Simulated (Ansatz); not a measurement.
**MoS2: single point with PBE**

Crystal: MoS2.

```xyz
3
Lattice="1.5855 0.9154 6.1150 -1.5855 0.9154 6.1150 0.0000 -1.8308 6.1150" Properties=species:S:1:pos:R:3 pbc="T T T"
Mo    0.0000    0.0000    0.0000
S     0.0000    0.0000    4.5862
S     0.0000    0.0000   13.7587
```

Measurements of this composition are mostly on another form, of space group No. 194.

```json
{"Program": "Ansatz 0.2.0", "Task": "single point", "Functional": "PBE", "Potentials or basis": "all-electron LAPW, scalar-relativistic", "Cutoff": "267 eV (chosen from the basis error)", "Basis error allowed": "0.001 eV/atom", "k mesh": "10 × 10 × 10", "Occupations": "fermi-dirac, width 0.05 eV", "Spin": "no spin polarisation"}
```

- Pressure: 7.9 GPa
- Largest force: 1.005 eV/Å
- Band gap on the k mesh: none (metal or under the smearing width)

Forces in eV/Å, atoms in the order of the input:
```
Mo   0.000  0.000  0.000
S    0.000  0.000 -1.005
S    0.000  0.000  1.005
```

Stress tensor (GPa, compression positive):
```
 6.49  0.00  0.00
 0.00  6.49  0.00
 0.00  0.00 10.86
```

Levels at points of the mesh, in eV from the Fermi level:
```csv
k point,band 25,band 26,band 27,band 28,band 29,band 30,band 31,band 32,band 33,band 34
"(0.00, 0.00, 0.00)",-4.25,-1.81,-1.26,-1.07,-1.07,-0.29,-0.29,3.35,3.35,6.04
"(0.00, 0.00, -0.50)",-5.34,-4.38,-2.89,-1.97,-1.64,1.01,1.92,3.37,4.13,5.44
"(0.00, -0.50, -0.50)",-4.71,-4.31,-2.91,-2.27,-1.85,1.01,1.71,3.81,4.69,4.81
"(-0.50, -0.50, -0.50)",-4.23,-3.92,-1.06,-1.06,-0.39,-0.39,-0.08,3.46,3.46,5.95
```

Run time: 30 s on 2 threads of AMD EPYC 7R43 64-Core Processor (Zen 3), on a shared host, peak memory 0.65 GiB.

Caveat: the cell's inner coordinates are idealised or old, which leaves forces on the atoms.
